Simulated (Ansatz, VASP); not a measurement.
**Two plane-wave programs on TiS2**

File INCAR:

```
SYSTEM = TiS2
PREC = Accurate
ENCUT = 520
EDIFF = 1E-7
ISMEAR = -1
SIGMA = 0.05
LREAL = .FALSE.
LASPH = .TRUE.
NELM = 60
ALGO = Normal
ISIF = 2
LWAVE = .FALSE.
LCHARG = .FALSE.
GGA = PS
NBANDS = 19
```

KPOINTS

```
regular mesh
0
G
  9 9 5
  0 0 0
```

The input POSCAR:

```
TiS2
1.0
    3.4789189501      0.0000000000      0.0000000000
   -1.7394594751      3.0128321885      0.0000000000
    0.0000000000      0.0000000000      5.8066950237
Ti S
1 2
Direct
    0.0000000000      0.0000000000      0.0000000000
    0.6666666667      0.3333333333      0.7500000000
    0.3333333333      0.6666666667      0.2500000000
```

File input.yaml:

```yaml
crystal:
  lattice:
    - [3.4789189501, 0.0, 0.0]
    - [-1.7394594751, 3.0128321885, 0.0]
    - [0.0, 0.0, 5.8066950237]
  atoms:
    - { symbol: Ti, position: [0.0, 0.0, 0.0] }
    - { symbol: S, position: [0.6666666667, 0.3333333333, 0.75] }
    - { symbol: S, position: [0.3333333333, 0.6666666667, 0.25] }
hamiltonian:
  xc: pbesol
  pseudopotentials: { kind: paw }
kpoints:
  mp_grid: { grid: [9, 9, 5] }
scf:
  occupations: { method: fermi_dirac, width: 0.05 }
output:
  forces: true
  stress: true
  eigenvalues: true
```

Change from the starting cell: volume scaled by 1.06.

Alike in both runs: task single point; functional PBEsol; k mesh 9 × 9 × 5; occupations fermi-dirac, width 0.05 eV; no spin polarisation.

|  | VASP | Ansatz |
| --- | --- | --- |
| version | VASP 6.6.1 | Ansatz 0.2.0 |
| potentials or method | VASP PAW PBE potentials, release 64 (Ti_sv, S) | Ansatz PAW |
| plane-wave cutoff (eV) | 520 | 420 |
| valence electrons in the cell | 24 | 24 |

```csv
,VASP,Ansatz,Ansatz less VASP
gap on the k mesh at the Fermi level (eV),none,none,-
pressure (GPa),-8.2,-8.2,-0.02
largest component of the traceless stress (GPa),1.09,1.05,-0.045
rms of the force components (eV/Å),0.397,0.404,+0.0063
```

Atom by atom the forces differ by 0.006 eV/Å (rms over components). A gap of «none» marks a metal or a gap that the smearing closes.

Caveats: this functional lacks dispersion, which binds the layers, so the pressure and a relaxed spacing across them are unreliable; the PAW data sets were made with another functional, which shifts forces and pressure a little (VASP); the PAW data sets come from PBE, with cores solved anew for the run's functional, which leaves a small shift of forces and pressure (Ansatz).
